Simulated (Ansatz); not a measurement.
ScAl: a phonon run with k mesh 4×4×4

All numbers below come from DFT PBEsol, scalar-relativistic, plane waves, PAW in Ansatz 0.2.0.

Launched with:
```bash
ansatz run input.yaml --threads 1 --pin off --max-ram 3072MiB --backend cpu --events-out ev --progress --plain --runs-dir out
```

Input (bare energies are in eV):
```yaml
crystal:
  lattice:
    - [3.3478901146, 0.0, 0.0]
    - [0.0, 3.3478901146, 0.0]
    - [0.0, 0.0, 3.3478901146]
  atoms:
    - { symbol: Sc, position: [0.5, 0.5, 0.5] }
    - { symbol: Al, position: [0.0, 0.0, 0.0] }
basis:
  ecutwfc: 420
kpoints:
  mp_grid: { grid: [4, 4, 4] }
hamiltonian:
  xc: pbesol
scf:
  occupations: { method: fermi_dirac, width: 0.15 }
output:
  eigenvalues: true
phonons:
  method: dfpt
```

From the output:
```
--- Phonons (Γ-DFPT): 2 representative perturbations + reference, on 18 of 64 k-points (Σ response iterations 6) ---
  k mesh reduced under 8 symmetry operations, with k and −k counted as one. Each operation leaves every solved perturbation unchanged. A smaller set is not used because it would not reduce the number of displacements ...
  ASR residual: 1.258e-5 → 0.000e0 eV/Å²; symmetrization residual: 1.837e-6 eV/Å²
  ASR residual per site (eV/Å²): 9.11e-6 1.26e-5
  Γ frequencies (cm⁻¹): 0.00 0.00 0.00 294.13 294.13 294.13
  non-analytic LO–TO correction: not included (Born effective charges unavailable; polar crystals: no LO–TO splitting at Γ)
```

It took 1.6 s on 1 thread of Intel(R) Xeon(R) 6975P-C (Granite Rapids), on a shared host, peak memory 0.38 GiB.

Beside the reference run (Settings: 420 eV plane-wave cutoff, Γ-centred 12×12×12 mesh, Fermi-Dirac smearing of 0.15 eV. No spin polarisation. Phonons by linear response, acoustic sum rule imposed.), the optical modes at Γ (cm⁻¹, by rank, those that always equal the one before left out, no LO field; i marks imaginary):
| setting | mode 1 |
| --- | --- |
| reference run | 289 |
| k mesh 4×4×4 | 294 |

In a metal, frequencies and elastic constants depend on the k mesh and the smearing, soft modes and shear constants most.